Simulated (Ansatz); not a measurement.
# Dielectric response of BaS (001) films, part 4 of 5

How well do thin rocksalt BaS (001) films screen a perpendicular field?

Ansatz 0.2.0; plane-wave DFT, PBE, Ansatz PAW (set soft_1); PAW set soft_1 (the session's first sound run).

So far, electron affinity, upper face (eV): step 2 (relaxation, 6 atoms, units 3) 2.02; step 3 (the relaxed film, single point, 6 atoms, units 3) 2.02; step 10 (relaxing the film, 10 atoms, units 5) 2.10; step 11 (single point on the relaxed film, 10 atoms, units 5) 2.10; step 18 (relaxing the film, 16 atoms, units 8) 2.15.

**20. Single point on the relaxed film, 16 atoms, units 8**

The next thickness, treated alike, so that differences show the interior and the faces cancel.

The input, input.yaml:

```yaml
crystal:
  lattice:
    - [4.51841233, 0.0, 0.0]
    - [0.0, 4.51841233, 0.0]
    - [0.0, 0.0, 40.365]
  atoms:
    - { symbol: Ba, position: [0.5, 0.5, 0.222184998] }
    - { symbol: S, position: [0.0, 0.0, 0.2220491925] }
    - { symbol: Ba, position: [0.0, 0.0, 0.3002882066] }
    - { symbol: S, position: [0.5, 0.5, 0.3000197573] }
    - { symbol: Ba, position: [0.5, 0.5, 0.3802603893] }
    - { symbol: S, position: [0.0, 0.0, 0.3804184804] }
    - { symbol: Ba, position: [0.0, 0.0, 0.4601110344] }
    - { symbol: S, position: [0.5, 0.5, 0.4600298627] }
    - { symbol: Ba, position: [0.5, 0.5, 0.5398889628] }
    - { symbol: S, position: [0.0, 0.0, 0.5399701191] }
    - { symbol: Ba, position: [0.0, 0.0, 0.6197396119] }
    - { symbol: S, position: [0.5, 0.5, 0.619581513] }
    - { symbol: Ba, position: [0.5, 0.5, 0.6997117994] }
    - { symbol: S, position: [0.0, 0.0, 0.6999802478] }
    - { symbol: Ba, position: [0.0, 0.0, 0.7778150092] }
    - { symbol: S, position: [0.5, 0.5, 0.7779508156] }
kpoints:
  mp_grid: { grid: [6, 6, 1] }
hamiltonian:
  xc: pbe
  pseudopotentials: { kind: paw, azcp: { folder: soft_1 } }
scf:
  occupations: { method: fixed }
  convergence: { dr2_threshold: 1.0e-09 }
efield:
  axis: 3
  dipole_correction: true
  ramp_position: 0.97
  ramp_width: 0.06
output:
  eigenvalues: true
  dos: { projected: true, e_range: [-7, 7] }
  write_potential: true
  write_density: true
  volumetric_format: npy
checkpoint:
  write: end8.run
  compress: false
  write_wavefunctions: false
```

Started as:

```
ansatz run input.yaml --threads 4 --pin off --max-ram 8192MiB --backend cpu --events-out ev --progress --plain --runs-dir out
```

Numbers of over 12 decimals in the logs are rounded to 6 here.

Log:

```text
[...]
Crystal: 16 atoms, lattice volume = 824.094 Å³
Basis set: ecut = 420 eV, 16119 PW (Γ)
Bands: 80, of which v1, the nominal top of the filled ones, is band 64 counted from 1 (63 counted from 0)
Symmetry: 8 space group operations
k-points: 10 of 36
[...]
k-point 0: bands = [... 60 lower, 2.2311, 2.2311, 2.2315, 2.2315, 4.3068, 4.4143, 4.5851, 4.8126, ... 12 higher]
  k-point 1: bands = [... 60 lower, 1.8501, 1.9399, 1.9599, 1.9601, 4.8491, 4.9475, 5.1034, 5.3075, ... 12 higher]
  k-point 2: bands = [... 60 lower, 1.5163, 1.5494, 1.7586, 1.8083, 5.9716, 6.0000, 6.1543, 6.1883, ... 12 higher]
  k-point 9: bands = [... 60 lower, 2.0066, 2.0066, 2.0491, 2.0491, 4.3854, 4.3854, 4.7202, 4.7202, ... 12 higher]
[key lines of the parts left out:]
SCF converged after 12 iterations
Free energy (F): -54847.405340 eV
Fermi energy:    2.231469 eV
Dipole field:    D = 0.000002 V/Å  (p = 0.000007 e·Å, saw-weighted, corrected)
Work function:   Φ+ = 4.2248 eV   Φ− = 4.2249 eV
```

Wall time 34 s (4 threads of Arm Neoverse V1, shared host); peak memory 1.8 GiB; 2.2 min of CPU time.

Running mean over 3.195 Å of the planar mean; the ramp of the sawtooth is left out. Electron's electrostatic potential energy less the highest filled level against z:

z (Å), electron's electrostatic potential energy less the highest filled level (eV) and a bar from the least value:
```
        4       4.22 ##############################
        5       4.21 ##############################
        6       4.09 #############################
        7       2.39 ######################
        8      -1.64 #####
        9      -2.50 #
       10      -2.64 
       11      -2.68 
       12      -2.57 #
       13      -2.53 #
       14      -2.45 #
       15      -2.60 
       16      -2.57 #
       17      -2.48 #
       18      -2.57 #
       19      -2.58 #
       20      -2.48 #
       21      -2.56 #
       22      -2.59 #
       23      -2.50 #
       24      -2.53 #
       25      -2.60 
       26      -2.52 #
       27      -2.46 #
       28      -2.57 #
       29      -2.60 
       30      -2.70 
       31      -2.53 #
       32      -2.25 ##
       33       0.81 ###############
       34       3.86 ############################
       35       4.20 ##############################
       36       4.22 ##############################
```

The gap is 2.08 eV, with the valence edge 4.22 eV and the conduction edge 2.15 eV under the upper vacuum level.

**21. Atoms held, 16 atoms, units 8, field 0.1 V/Å**

input.yaml: that of step 20 with these lines changed.

```diff
@@ -29,3 +29,3 @@
   occupations: { method: fixed }
-  convergence: { dr2_threshold: 1.0e-09 }
+  convergence: { dr2_threshold: 1.0e-10 }
 efield:
@@ -35,5 +35,4 @@
   ramp_width: 0.06
+  amplitude: 0.1
 output:
-  eigenvalues: true
-  dos: { projected: true, e_range: [-7, 7] }
   write_potential: true
@@ -41,5 +40 @@
   volumetric_format: npy
-checkpoint:
-  write: end8.run
-  compress: false
-  write_wavefunctions: false
```

Log:

```text
[...]
Crystal: 16 atoms, lattice volume = 824.094 Å³
Basis set: ecut = 420 eV, 16119 PW (Γ)
Bands: 80, of which v1, the nominal top of the filled ones, is band 64 counted from 1 (63 counted from 0)
Symmetry: 8 space group operations
k-points: 10 of 36
[...]
k-point 0: bands = [... 60 lower, 2.1186, 2.1186, 2.4583, 2.4583, 4.2277, 4.4168, 4.5998, 4.8270, ... 12 higher]
  k-point 1: bands = [... 60 lower, 1.8549, 1.9876, 2.0879, 2.1877, 4.7663, 4.9473, 5.1151, 5.1730, ... 12 higher]
  k-point 2: bands = [... 60 lower, 1.5443, 1.6726, 1.7443, 1.9835, 5.6604, 6.0597, 6.0755, 6.2168, ... 12 higher]
  k-point 9: bands = [... 60 lower, 1.9261, 2.2134, 2.2134, 2.2516, 4.3485, 4.3485, 4.7261, 4.7261, ... 12 higher]
[key lines of the parts left out:]
SCF converged after 13 iterations
Free energy (F): -54847.417102 eV
Fermi energy:    2.458347 eV
Dipole field:    D = 0.051658 V/Å  (p = 0.235260 e·Å, saw-weighted, corrected)
```

The job ended after 35 s (4 threads; peak memory 1.8 GiB; 2.3 min of CPU time).

The dipole is 0.235 e·Å, and the gap on the mesh 1.769 eV.

**22. Single point, 16 atoms, units 8, field -0.1 V/Å**

input.yaml: that of step 21 with these lines changed.

```diff
@@ -35,3 +35,3 @@
   ramp_width: 0.06
-  amplitude: 0.1
+  amplitude: -0.1
 output:
```

Log:

```text
[...]
Crystal: 16 atoms, lattice volume = 824.094 Å³
Basis set: ecut = 420 eV, 16119 PW (Γ)
Bands: 80, of which v1, the nominal top of the filled ones, is band 64 counted from 1 (63 counted from 0)
Symmetry: 8 space group operations
k-points: 10 of 36
[...]
k-point 0: bands = [... 60 lower, 2.1186, 2.1186, 2.4584, 2.4584, 4.2277, 4.4168, 4.5998, 4.8270, ... 12 higher]
  k-point 1: bands = [... 60 lower, 1.8549, 1.9876, 2.0880, 2.1877, 4.7663, 4.9473, 5.1151, 5.1730, ... 12 higher]
  k-point 2: bands = [... 60 lower, 1.5443, 1.6726, 1.7443, 1.9835, 5.6604, 6.0597, 6.0755, 6.2168, ... 12 higher]
  k-point 9: bands = [... 60 lower, 1.9261, 2.2134, 2.2134, 2.2516, 4.3485, 4.3485, 4.7261, 4.7261, ... 12 higher]
[key lines of the parts left out:]
SCF converged after 13 iterations
Free energy (F): -54847.417102 eV
Fermi energy:    2.458353 eV
Dipole field:    D = -0.051657 V/Å  (p = -0.235260 e·Å, saw-weighted, corrected)
```

Wall time 35 s (4 threads); peak memory 1.8 GiB.

The dipole is -0.235 e·Å, and the gap on the mesh 1.769 eV.

**23. Response with the atoms held, 16 atoms, units 8**

This step: plane-wave DFT, PBE, Ansatz PAW (set soft_1); response to a field along the normal, atoms held; PAW set soft_1 (Ansatz 0.2.0).

Local field over the applied field, running mean. From the potentials at -0.1 and 0.1 V/Å; running mean over 3.195 Å, taken twice. The local field over applied field by z:

```tsv
z (Å)	local field over applied field
6	0.827
8	0.414
10	0.192
12	0.198
14	0.213
16	0.210
18	0.210
20	0.211
22	0.210
24	0.210
26	0.213
28	0.203
30	0.186
32	0.347
34	0.763
```

The induced dipole is that of a conductor 20.85 Å thick.

**24. Field on, atoms free, 16 atoms, units 8, field 0.05 V/Å**

This step: plane-wave DFT, PBE, Ansatz PAW (set soft_1); PAW set soft_1 (Ansatz 0.2.0).

The same pair of relaxations in the field for this thickness.

input.yaml: that of step 22 with these lines changed.

```diff
@@ -35,3 +35,6 @@
   ramp_width: 0.06
-  amplitude: -0.1
+  amplitude: 0.05
+relax:
+  f_tol: 0.0006
+  max_steps: 70
 output:
```

Log:

```text
[...]
Crystal: 16 atoms, lattice volume = 824.094 Å³
Basis set: ecut = 420 eV, 16119 PW (Γ), exchange–correlation on 64×64×540 points (8 copies of the dense FFT grid, shifted against one another)
Bands: 80, of which v1, the nominal top of the filled ones, is band 64 counted from 1 (63 counted from 0)
Symmetry: 8 space group operations
k-points: 10 of 36
[...]
- { symbol: Ba, position: [0, 0.0, 0.460169] }
    - { symbol: S, position: [0.5, 0.5, 0.459966] }
    - { symbol: Ba, position: [0.5, 0.5, 0.539953] }
    - { symbol: S, position: [0, 0.0, 0.539918] }
    - { symbol: Ba, position: [0, 0.0, 0.619807] }
    - { symbol: S, position: [0.5, 0.5, 0.619505] }
    - { symbol: Ba, position: [0.5, 0.5, 0.699748] }
    - { symbol: S, position: [0, 0.0, 0.699946] }
    - { symbol: Ba, position: [0, 0.0, 0.777900] }
    - { symbol: S, position: [0.5, 0.5, 0.777842] }
[key lines of the parts left out:]
SCF converged after 5 iterations
Free energy (F): -54847.408578 eV
Fermi energy:    2.261138 eV
Dipole field:    D = 0.030872 V/Å  (p = 0.140598 e·Å, saw-weighted, corrected)
```

The job ended after 87 s (4 threads; peak memory 1.7 GiB; 5.7 min of CPU time).

The relaxation took 5 steps and lowered the energy by 5.8e-4 eV; the largest force on the free atoms ends at 8.6e-5 eV/Å.

The dipole is 0.141 e·Å, and the gap on the mesh 2.042 eV.

**25. Field on, atoms free, 16 atoms, units 8, field -0.05 V/Å**

The opposite sign, again from the field-free geometry; the difference of the two cancels what relaxes without a field.

input.yaml: that of step 24 with these lines changed.

```diff
@@ -35,3 +35,3 @@
   ramp_width: 0.06
-  amplitude: 0.05
+  amplitude: -0.05
 relax:
```

Log:

```text
[...]
Crystal: 16 atoms, lattice volume = 824.094 Å³
Basis set: ecut = 420 eV, 16119 PW (Γ), exchange–correlation on 64×64×540 points (8 copies of the dense FFT grid, shifted against one another)
Bands: 80, of which v1, the nominal top of the filled ones, is band 64 counted from 1 (63 counted from 0)
Symmetry: 8 space group operations
k-points: 10 of 36
[...]
- { symbol: Ba, position: [0, 0.0, 0.460047] }
    - { symbol: S, position: [0.5, 0.5, 0.460082] }
    - { symbol: Ba, position: [0.5, 0.5, 0.539831] }
    - { symbol: S, position: [0, 0.0, 0.540034] }
    - { symbol: Ba, position: [0, 0.0, 0.619670] }
    - { symbol: S, position: [0.5, 0.5, 0.619640] }
    - { symbol: Ba, position: [0.5, 0.5, 0.699657] }
    - { symbol: S, position: [0, 0.0, 0.700020] }
    - { symbol: Ba, position: [0, 0.0, 0.777718] }
    - { symbol: S, position: [0.5, 0.5, 0.778049] }
[key lines of the parts left out:]
SCF converged after 4 iterations
Free energy (F): -54847.408578 eV
Fermi energy:    2.261142 eV
Dipole field:    D = -0.030871 V/Å  (p = -0.140595 e·Å, saw-weighted, corrected)
```

Elapsed: 86 s, on 4 threads; peak memory 1.7 GiB.

The relaxation took 5 steps and lowered the energy by 5.8e-4 eV; the largest force on the free atoms ends at 8.6e-5 eV/Å.

The dipole is -0.141 e·Å, and the gap on the mesh 2.042 eV.

**26. Response with the atoms relaxed, 16 atoms, units 8**

This step: plane-wave DFT, PBE, Ansatz PAW (set soft_1); response to a field along the normal, atoms relaxed; PAW set soft_1 (Ansatz 0.2.0).

Local field over the applied field, running mean. From the potentials at -0.05 and 0.05 V/Å; running mean over 3.195 Å, taken twice. The local field over applied field by z:

```tsv
z (Å)	local field over applied field
6	0.808
8	0.252
10	-0.00445
12	0.0791
14	0.0774
16	0.0484
18	0.0629
20	0.0679
22	0.0646
24	0.0490
26	0.0674
28	0.0890
30	0.00847
32	0.164
34	0.726
```

The induced dipole is that of a conductor 24.92 Å thick.

**27. Electronic ε from the series**

This step: plane-wave DFT, PBE, Ansatz PAW (set soft_1); permittivity from the thickness series, atoms held; PAW set soft_1 (Ansatz 0.2.0).

Each added layer adds t(1 − 1/ε) to the dipole term, so the slope against thickness gives ε without a choice of where the film ends.

This step gave:

```
slope                : 0.7904
intercept of the fit : 3.118 Å
ε of the interior    : 4.771
```

Equivalent conductor thickness against distance between the outer atoms:

```tsv
distance between the outer atoms (Å)	equivalent conductor thickness (Å)
6.34	8.13
12.78	13.2
22.44	20.9
```

By hand, from the thinnest and the thickest film: slope = (20.852 − 8.130) / (22.439 − 6.344) = 0.790, so ε = 1/(1 − 0.790) = 4.77.

**28. Static ε from the series**

This step: plane-wave DFT, PBE, Ansatz PAW (set soft_1); permittivity from the thickness series, atoms relaxed; PAW set soft_1 (Ansatz 0.2.0).

The same fit for the relaxed films. The nearer its slope lies to 1, the more ε hangs on small errors.

Numbers from this step:

| Item | Value |
| --- | --- |
| slope | 0.9321 |
| intercept of the fit | 3.991 Å |
| ε of the interior | 14.74 |

Equivalent conductor thickness against distance between the outer atoms:

```tsv
distance between the outer atoms (Å)	equivalent conductor thickness (Å)
6.34	9.93
12.78	15.9
22.44	24.9
```

By hand, from the thinnest and the thickest film: slope = (24.923 − 9.925) / (22.441 − 6.344) = 0.932, so ε = 1/(1 − 0.932) = 14.6. One nm of such a film has the capacitance of 3.9/14.6 = 0.27 nm of SiO₂ (its equivalent oxide thickness).

**29. The bulk crystal**

This step: plane-wave DFT, PBE, Ansatz PAW (set soft_1); PAW set soft_1 (Ansatz 0.2.0).

System of this step: rocksalt BaS. Symmetry: Fm-3m, No. 225, cubic system. The conventional cell has a = 6.390 Å, b = 6.390 Å, c = 6.390 Å, α = 90.00°, β = 90.00°, γ = 90.00°. Ba has 6 S at 3.19 Å nearest. Nearest to S lie 6 Ba at 3.19 Å. Farther neighbours and most contacts between anions are not listed.

Band edges are better read in the bulk than in a thin slab, where confinement and surface states shift them. The bulk run gives them against its mean potential.

The input, input.yaml:

```yaml
crystal:
  lattice:
    - [0.0, 3.195, 3.195]
    - [3.195, 0.0, 3.195]
    - [3.195, 3.195, 0.0]
  atoms:
    - { symbol: Ba, position: [0.0, 0.0, 0.0] }
    - { symbol: S, position: [0.5, 0.5, 0.5] }
kpoints:
  mp_grid: { grid: [8, 8, 8] }
  band_path: { path: [VBM, CBM], npoints: 1 }
hamiltonian:
  xc: pbe
  pseudopotentials: { kind: paw, azcp: { folder: soft_1 } }
scf:
  occupations: { method: fixed }
  convergence: { dr2_threshold: 1.0e-09 }
output:
  eigenvalues: true
checkpoint:
  write: bulk.run
  compress: false
  write_wavefunctions: false
```

Log:

```text
[...]
Crystal: 2 atoms, lattice volume = 65.229 Å³
Basis set: ecut = 420 eV, 1243 PW (Γ)
Bands: 12, of which v1, the nominal top of the filled ones, is band 8 counted from 1 (7 counted from 0)
Symmetry: 48 space group operations
[...]
k-points: 29 of 512
[...]
SCF iter   1: F=—  HF=-6856.114619 eV  |F-HF|=—  |Δ(HF+E_count)|=         —  Δρ=2.15e-2  dr2=4.94e-1  ethr=3.10e-3  ⟨swp⟩=5.5  Hψ=2047  notcnv=0  defer=39
[...]
SCF iter   8: F=-6856.021225 eV  HF=-6856.021225 eV  |F-HF|=1.82e-12  |Δ(HF+E_count)|=  6.39e-10  Δρ=9.66e-8  dr2=5.40e-12  ethr=6.25e-12  ⟨swp⟩=6.3  Hψ=2158  notcnv=0
SCF 1 converged in 8 iterations: F = -6856.021225 eV  dr2 = 5.40e-12
[...]
SCF converged after 8 iterations
Free energy (F): -6856.021225 eV
[...]
Internal energy: -6856.021225 eV  (E = F + TS)
E sigma→0 (E₀):  -6856.021225 eV
Fermi energy:    5.792334 eV
[...]
--- Band table (eV; the first three rows and the last of 29) ---
  k-point 0: bands = [... 4 lower, -4.4954, 5.7923, 5.7923, 5.7923, 9.4756, 9.7585, 9.7585, 9.7585]
  k-point 1: bands = [... 4 lower, -4.1696, 5.4056, 5.6006, 5.6006, 9.7289, 9.9784, 9.9784, 10.0686]
  k-point 2: bands = [... 4 lower, -3.7063, 4.6986, 5.2151, 5.2151, 9.9169, 10.5980, 10.5980, 11.2536]
  k-point 28: bands = [... 4 lower, -3.8536, 4.7365, 5.3687, 5.3687, 10.0886, 10.0886, 12.1532, 12.7086]
```

It took 1.1 s on 4 threads; peak memory 0.31 GiB; 3.5 s of CPU time.

Numbers from this step:

```
gap on the k-mesh                  : 2.208 eV
gap along the path                 : 2.208 eV
smallest direct gap along the path : 2.313 eV
gap, the smaller of path and mesh  : 2.208 eV
```

The gap is 2.21 eV.

**30. Band edges against the vacuum, levels PBE**

This step: plane-wave DFT, PBE, Ansatz PAW (set soft_1); band edges against the vacuum, bulk levels by PBE; PAW set soft_1 (Ansatz 0.2.0).

System of this step: BaS (001), 8 units. The cell holds 16 atoms: 8 Ba and 8 S. Its edges and angles: a = 4.518 Å, b = 4.518 Å, c = 40.365 Å, α = 90.0°, β = 90.0°, γ = 90.0°. It derives from BaS (rocksalt BaS). Vacuum lies along c.

The averaged potential in the middle of the thickest slab ties the bulk's levels to the vacuum level.

The input, align.yaml:

```yaml
surface:
  bulk: { run: bulk.run }
  slab: { run: end8.run, axis: 3 }
  face: plus
  period: 3.195
```

Started as:

```
ansatz align-bands align.yaml -- --threads 4 --pin off
```

Log:

```text
plus face
ionisation energy 4.360 eV
electron affinity 2.152 eV
  bulk: levels by pbe on the potential of pbe; from 18.59 to 21.78 Å its average varies by 0.1136 eV and climbs by -0.0000; the bulk's density to 0.89 % (its layers are strained against the bulk's: take a thicker slab or side, or run the bulk at their strain)
  vacuum: slopes by 0.0000 eV/Å; line-up 6.7674 eV
  the slab's own level stands +0.135 eV from the bulk's
  of the slab's run: its band edges are its mesh's, and a band can turn off it. A run with kpoints.band_path: { path: [VBM, CBM], npoints: 1 } finds the zone's; the potential's macroscopic average varies by 0.1136 eV from 18.585 to 21.780 Å, more than 0.03 eV: the crystal is too thin there to have an interior, or the window reaches out of it, or the period is not the layers'
```

Run time: 0.06 s. Hardware: 4 threads.

This step gave:

```yaml
ionisation_energy: 4.360 eV
electron_affinity: 2.152 eV
slab_level_shift: 0.1348 eV
```

Check by hand: ionisation energy less affinity, 4.36 − (2.15) = 2.21 eV, is the bulk gap at this level.

The program warns that the averaged potential varies by 0.11 eV in the slab's middle, which these edges carry as an error.

(Part 4 of 5 ends here.)

[Logs are printed without paths, hosts, clocks, repeated set-up lines and the standing remarks that a program may print on its own settings, such as how far it seeks lower states.]

[Hosts, paths, dates, database ids (printed as entryN), source tags and the programs' standing remarks are cut or masked in the printed files.]

[Maps of the electrostatic potential energy from Ansatz leave out the sawtooth potential of an applied field or a dipole correction, so their vacuum need not be flat; planar profiles and work functions include it.]
